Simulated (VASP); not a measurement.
Write the native input for VASP 6.6.1 that does the following.

- Task: single point
- Functional: PBE
- Potentials or basis: VASP PAW PBE potentials, release 64 (Ag)
- Cutoff: 520 eV
- k mesh: 11 × 11 × 11
- Occupations: fermi-dirac, width 0.05 eV
- Spin: no spin polarisation
- Further INCAR settings: ALGO = Normal; EDIFF = 1e-07; NBANDS = 12

The structure of Ag lies in POSCAR:

```
Ag
1.0
   -1.6556540000      1.6556540000      1.6556540000
    1.6556540000     -1.6556540000      1.6556540000
    1.6556540000      1.6556540000     -1.6556540000
Ag
1
Direct
    0.0000000000      0.0000000000      0.0000000000
```

This isn't the form of Ag at room conditions, which is fcc.

One way to write it, as run:

INCAR

```
  PREC = Accurate
  ENCUT = 520
  EDIFF = 1E-7
  ISMEAR = -1
  SIGMA = 0.05
  LREAL = False
  LASPH = True
  NELM = 80
  ALGO = Normal
  ISIF = 2
  LWAVE = False
  LCHARG = False
  GGA = PE
  NBANDS = 12
```

KPOINTS

```
regular mesh
0
Gamma
  11 11 11
```

Potentials or basis: VASP PAW PBE potentials, release 64 (Ag).

Run with:

```console
$ cat potpaw_PBE.64/Ag/POTCAR > POTCAR
$ mpirun -np 1 vasp_std > vasp.out
```

Results of the run:

```json
{"Pressure": "-0.9 GPa", "Band gap on the k mesh": "none (metal or under the smearing width)"}
```

It took 4.8 s on 1 thread of Intel(R) Xeon(R) Platinum 8559C (Emerald Rapids), with other jobs on the host, peak memory 0.14 GiB.
